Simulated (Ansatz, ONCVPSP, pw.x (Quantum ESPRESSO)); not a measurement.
**Which Ta potential is closest to all-electron in the fcc crystal?**

All use PBE, scalar-relativistic, no spin, cutoffs from each file’s atomic test, pw.x 7.5; 13³ k-points, Fermi–Dirac smearing 0.01 Ry. Δ is the rms difference from all-electron LAPW of the E(V) curves that follow from fits to the pressures, over ±6 % in volume. Mesh and smearing are coarse and serve the comparison alone. The files are a selection: those with a ghost or negative overlap were mostly not run, and those with noisy or unconverged pressures or nearly equal Δ are left out.

All-electron: a0 = 4.224 Å (V0 = 18.84 Å³/atom), B0 = 188.4 GPa.

Task: Rank them by Δ, smallest first.
A. optimised norm-conserving Vanderbilt (ONCV), ONCVPSP 4.0.1.1 (patched build), PBE; core [Kr] 4d10 4f14, reference 5s2 5p6 5d3 6s2; waves: 5s+6s: rc 1.55 bohr, ncon 5, nbas 9, qcut 7 1/bohr, 2 projectors; 5p: rc 1.60 bohr, ncon 4, nbas 8, qcut 9.7 1/bohr, 2 projectors, debl 1.8 Ha; 5d: rc 1.65 bohr, ncon 4, nbas 7, qcut 6.9 1/bohr, 1 projector; local part: polynomial inside 1.55 bohr (lpopt 4, dvloc0 0 Ha); core correction: Teter function, fcfact 3.5, rcfact 1.2.
B. optimised norm-conserving Vanderbilt (ONCV), ONCVPSP 4.0.1.1 (patched build), PBE; core [Kr] 4d10 4f14, reference 5s2 5p6 5d3 6s2; waves: 5s+6s: rc 1.65 bohr, ncon 3, nbas 8, qcut 9 1/bohr, 2 projectors; 5p: rc 2.15 bohr, ncon 4, nbas 7, qcut 6.8 1/bohr, 2 projectors, debl 1.8 Ha; 5d: rc 2.80 bohr, ncon 4, nbas 9, qcut 6.7 1/bohr, 2 projectors, debl 2.5 Ha; local part: polynomial inside 1.60 bohr (lpopt 5, dvloc0 4 Ha); core correction: none.
C. optimised norm-conserving Vanderbilt (ONCV), ONCVPSP 4.0.1.1 (patched build), PBE; core [Xe] 4f14, reference 5d3 6s2; waves: 6s: rc 2.70 bohr, ncon 3, nbas 8, qcut 2 1/bohr, 2 projectors, debl 2.3 Ha; p scattering state at 0.26 Ha: rc 2.65 bohr, ncon 4, nbas 7, qcut 2.8 1/bohr, 1 projector; 5d: rc 2.05 bohr, ncon 3, nbas 8, qcut 4.9 1/bohr, 2 projectors, debl 2.3 Ha; local part: polynomial inside 1.80 bohr (lpopt 5, dvloc0 2 Ha); core correction: Teter function, fcfact 4.25, rcfact 1.3. In the p channel the program set the typed energies aside and used 0.050 Ha.
D. optimised norm-conserving Vanderbilt (ONCV), ONCVPSP 4.0.1.1 (patched build), PBE; core [Kr] 4d10 4f14, reference 5s2 5p6 5d3.5 6s1.5; waves: 5s+6s: rc 1.65 bohr, ncon 4, nbas 8, qcut 5.6 1/bohr, 2 projectors; 5p: rc 1.55 bohr, ncon 4, nbas 8, qcut 8.8 1/bohr, 1 projector; 5d: rc 3.10 bohr, ncon 5, nbas 10, qcut 6.1 1/bohr, 2 projectors, debl 3.5 Ha; local part: polynomial inside 1.40 bohr (lpopt 5, dvloc0 0 Ha); core correction: none.

Result: B (5.1 meV/atom), A (7.0 meV/atom), D (9.8 meV/atom), C (30.7 meV/atom).
